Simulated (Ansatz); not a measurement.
# Bi: the cost of one run

Method: DFT PBE, scalar-relativistic, in Ansatz 0.2.0.

## (1) Starting point

It takes space group P6_3/mmc (No. 194, hexagonal). The conventional cell has a = 4.539 Å, b = 4.539 Å, c = 11.829 Å, α = 90.00°, β = 90.00°, γ = 120.00°.

Coordinates:

```cif
data_structure
_symmetry_space_group_name_H-M 'P 1'
_symmetry_Int_Tables_number 1
_cell_length_a 4.5390
_cell_length_b 4.5390
_cell_length_c 11.8290
_cell_angle_alpha 90.000
_cell_angle_beta 90.000
_cell_angle_gamma 120.000
_cell_volume 211.06
loop_
_atom_site_label
_atom_site_type_symbol
_atom_site_fract_x
_atom_site_fract_y
_atom_site_fract_z
_atom_site_occupancy
Bi1 Bi 0.33333 0.66667 0.25000 1
Bi2 Bi 0.66667 0.33333 0.75000 1
```

Atoms are numbered in the order of the input: Bi1, Bi2.

## (2) The deformed structure

Space group P6_3/mmc before, P6_3/mmc after.

## (3) Full-potential LAPW

The input, input.yaml:

```yaml
crystal:
  lattice:
    - [4.5843903027, 0.0, 0.0]
    - [-2.2921951514, 3.9701984631, 0.0]
    - [0.0, 0.0, 11.829]
  atoms:
    - { symbol: Bi, position: [0.3333333333, 0.6666666667, 0.25] }
    - { symbol: Bi, position: [0.6666666667, 0.3333333333, 0.75] }
kpoints:
  mp_grid: { grid: [9, 9, 3] }
  band_path:
    path:
      - [0.0, 0.0, 0.0]
      - [0.5, 0.0, 0.0]
      - [0.3333333333, 0.3333333333, 0.0]
      - [0.0, 0.0, 0.0]
      - [0.0, 0.0, 0.5]
      - [0.5, 0.0, 0.5]
      - [0.3333333333, 0.3333333333, 0.5]
      - [0.0, 0.0, 0.5]
      - [0.5, 0.0, 0.5]
    npoints: 5
scf:
  occupations: { method: fermi_dirac, width: 0.03 }
hamiltonian:
  xc: pbe
  pseudopotentials: { kind: all_electron, lapw: { basis_error: 0.0005 } }
output:
  forces: true
  stress: true
  eigenvalues: true
```

Run with:

```
$ ansatz run input.yaml --threads 1 --pin off --max-ram 3072MiB --backend cpu --events-out ev --progress --plain --runs-dir out
```

Q: Estimate wall time and peak memory on 1 thread of Intel Xeon 6975P-C (Granite Rapids), shared host.

About 4.5 s, with a peak of 0.32 GiB.
